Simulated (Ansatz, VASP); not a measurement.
Given: the input of a run of VASP 6.6.1 on GaP.

Contents of POSCAR:

```
GaP
1.0
    0.0000000000      2.7252500000      2.7252500000
    2.7252500000      0.0000000000      2.7252500000
    2.7252500000      2.7252500000      0.0000000000
Ga P
1 1
Direct
    0.0000000000      0.0000000000      0.0000000000
    0.7500000000      0.7500000000      0.7500000000
```

The input INCAR.step1:

```
  PREC = Accurate
  ENCUT = 520
  EDIFF = 1E-5
  ISMEAR = -1
  SIGMA = 0.05
  LREAL = F
  LASPH = T
  NELM = 80
  ALGO = Normal
  ISIF = 2
  LWAVE = T
  LCHARG = F
  GGA = PE
```

INCAR.step2

```
  PREC = Accurate
  ENCUT = 520
  EDIFF = 1E-6
  ISMEAR = -1
  SIGMA = 0.05
  LREAL = F
  LASPH = T
  NELM = 80
  ALGO = Normal
  ISIF = 2
  LWAVE = F
  LCHARG = F
  METAGGA = R2SCAN
  LHFCALC = T
  AEXX = 0.5
  LMIXTAU = T
  PRECFOCK = Normal
  ISTART = 1
```

The input KPOINTS:

```
Automatic mesh
0
Gamma
  4 4 4
```

The input KPOINTS_OPT:

```
path GXWKGLUWLK,UX
10
line-mode
reciprocal
 0.0000000000  0.0000000000  0.0000000000  G
 0.5000000000  0.0000000000  0.5000000000  X

 0.5000000000  0.0000000000  0.5000000000  X
 0.5000000000  0.2500000000  0.7500000000  W

 0.5000000000  0.2500000000  0.7500000000  W
 0.3750000000  0.3750000000  0.7500000000  K

 0.3750000000  0.3750000000  0.7500000000  K
 0.0000000000  0.0000000000  0.0000000000  G

 0.0000000000  0.0000000000  0.0000000000  G
 0.5000000000  0.5000000000  0.5000000000  L

 0.5000000000  0.5000000000  0.5000000000  L
 0.6250000000  0.2500000000  0.6250000000  U

 0.6250000000  0.2500000000  0.6250000000  U
 0.5000000000  0.2500000000  0.7500000000  W

 0.5000000000  0.2500000000  0.7500000000  W
 0.5000000000  0.5000000000  0.5000000000  L

 0.5000000000  0.5000000000  0.5000000000  L
 0.3750000000  0.3750000000  0.7500000000  K

 0.6250000000  0.2500000000  0.6250000000  U
 0.5000000000  0.0000000000  0.5000000000  X
```

Potentials or basis: VASP PAW PBE potentials, release 64 (Ga_d, P).

Command:

```bash
$ cat potpaw_PBE.64/Ga_d/POTCAR potpaw_PBE.64/P/POTCAR > POTCAR
$ cp INCAR.step1 INCAR
$ mpirun -np 1 vasp_std > vasp.out
$ cp INCAR.step2 INCAR
$ mpirun -np 1 vasp_std > vasp.out
```

**Question.** Translate it to Ansatz 0.2.0. Potentials there: Ansatz PAW.

**Answer.** As run (the cutoff follows the program's own potentials):

Contents of input.yaml:

```yaml
crystal:
  lattice:
    - [0.0, 2.72525, 2.72525]
    - [2.72525, 0.0, 2.72525]
    - [2.72525, 2.72525, 0.0]
  atoms:
    - { symbol: Ga, position: [0.0, 0.0, 0.0] }
    - { symbol: P, position: [0.75, 0.75, 0.75] }
hamiltonian:
  xc: r2scan50
  pseudopotentials: { kind: paw }
kpoints:
  mp_grid: { grid: [4, 4, 4] }
  band_path:
    path:
      - [[0.0, 0.0, 0.0], [0.5, 0.0, 0.5], [0.5, 0.25, 0.75], [0.375, 0.375, 0.75], [0.0, 0.0, 0.0], [0.5, 0.5, 0.5], [0.625, 0.25, 0.625], [0.5, 0.25, 0.75], [0.5, 0.5, 0.5], [0.375, 0.375, 0.75]]
      - [[0.625, 0.25, 0.625], [0.5, 0.0, 0.5]]
    npoints: 4
scf:
  occupations: { method: fermi_dirac, width: 0.05 }
  n_extra_bands: 6
output:
  forces: true
  stress: true
  eigenvalues: true
  fatbands: false
```

Potentials or basis: Ansatz PAW.

Command:

```console
$ ansatz run input.yaml --threads 2 --pin off --max-ram 5632MiB --backend cpu --events-out ev --progress --plain --runs-dir out
```

Both were run:

|  | VASP | Ansatz | Ansatz less VASP |
| --- | --- | --- | --- |
| gap on the k mesh at the Fermi level (eV) | 4.50 | 4.42 | -0.088 |
| least direct gap on the mesh (eV) | 5.41 | 5.33 | -0.073 |
| pressure (GPa) | -1.7 | -1.3 | +0.43 |

Caveats: the k mesh is coarse (spacing up to 0.50 Å⁻¹), so the values aren't converged, least of all with exact exchange; an unscreened hybrid on a path of extra k points without a Coulomb cutoff has errors near the mesh points, so the bands along the path aren't reliable (VASP); the PAW data sets were made with another functional, which shifts forces and pressure a little (VASP); the PAW data sets come from PBE, with cores solved anew for the run's functional, which leaves a small shift of forces and pressure (Ansatz); the thresholds are loose for stress (Ansatz).
